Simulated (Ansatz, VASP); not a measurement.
**One calculation of CdSe, two programs**

```
Cd Se
1.0
     0.00000    2.94749    2.94749
     2.94749    0.00000    2.94749
     2.79579    2.79579    0.15170
Cd Se
1 1
Direct
  0.00000 0.00000 0.00000
  0.75000 0.75000 0.75000
```

Alike in both runs: task single point; functional PBEsol; k mesh 10 × 10 × 10; occupations gaussian, width 0.05 eV; no spin polarisation.

|  | VASP | Ansatz |
| --- | --- | --- |
| version | VASP 6.6.1 | Ansatz 0.2.0 |
| potentials or method | VASP PAW PBE potentials, release 64 (Cd, Se) | scalar-relativistic, plane waves, PAW |
| plane-wave cutoff (eV) | 520 | 420 |
| valence electrons in the cell | 18 | 36 |

|  | VASP | Ansatz | Ansatz less VASP |
| --- | --- | --- | --- |
| gap on the k mesh at the Fermi level (eV) | 0.65 | 0.64 | -0.010 |
| least direct gap on the mesh (eV) | 0.65 | 0.64 | -0.010 |
| pressure (GPa) | 15.4 | 14.6 | -0.74 |
| largest component of the traceless stress (GPa) | 5.38 | 5.25 | -0.134 |
| rms of the force components (eV/Å) | 0.943 | 0.913 | -0.0301 |

Atom by atom the forces differ by 0.030 eV/Å (rms over components). The functional is the same, so the differences come from potentials, cutoffs and numerics. The two sets of potentials don't hold the same shells in valence.

Caveats: so large a pressure means that the cell lies far from this level's equilibrium, or that cutoff or potentials fall short (VASP); the potentials were made for another functional, which shifts forces and pressure (VASP).
